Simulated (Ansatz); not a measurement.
The system is MnSb.

```
Sb Mn
1.0
     4.15000    0.00000    0.00000
    -2.07500    3.59401    0.00000
     0.00000    0.00000    5.78000
Sb Mn
2 2
Direct
  0.66667 0.33333 0.75000
  0.33333 0.66667 0.25000
  0.00000 0.00000 0.50000
  0.00000 0.00000 0.00000
```

| Item | Value |
| --- | --- |
| Program | Ansatz 0.2.0 |
| Task | relaxation of cell and atoms |
| Functional | PBE |
| Dispersion | D3(BJ) |
| Potentials or basis | Ansatz PAW |
| Cutoff | 420 eV (not typed: the program's choice for these potentials) |
| k mesh | 7 × 7 × 5 |
| Occupations | fermi-dirac, width 0.05 eV |
| Spin | collinear spin, ferromagnetic start |
| Starting moments | [0.0, 0.0, 4.0, 4.0] μB |

At the start: volume 21.55 Å³/atom.

Q: Where does the relaxation end?

A: It ends after 5 steps and the volume is 19.12 Å³/atom (-11.3 %); space group P6_3/mmc (No. 194, to 0.05 Å); moment 5.90 μB per cell.

The path:
```tsv
step	energy change (eV)	largest force (eV/Å)	volume (Å³)
1	0.0000	0.0000	86.21
2	-0.2092	0.0000	75.94
3	-0.2105	0.0000	76.69
4	-0.2107	0.0000	76.50
5	-0.2073	0.0000	76.50
```

Final structure:
```cif
data_structure
_symmetry_space_group_name_H-M 'P 1'
_symmetry_Int_Tables_number 1
_cell_length_a 4.0131
_cell_length_b 4.0131
_cell_length_c 5.4848
_cell_angle_alpha 90.000
_cell_angle_beta 90.000
_cell_angle_gamma 120.000
_cell_volume 76.50
loop_
_atom_site_label
_atom_site_type_symbol
_atom_site_fract_x
_atom_site_fract_y
_atom_site_fract_z
_atom_site_occupancy
Sb1 Sb 0.66667 0.33333 0.75000 1
Sb2 Sb 0.33333 0.66667 0.25000 1
Mn1 Mn 0.00000 0.00000 0.50000 1
Mn2 Mn 0.00000 0.00000 0.00000 1
```

Caveat: the plane-wave basis is chosen anew once the cell has moved, so the energies of steps on either side of that aren't comparable; the volume moved by -11 % from the deposited cell, more than functionals usually miss; only a ferromagnetic start was run, and an antiferromagnetic order may lie lower in energy.
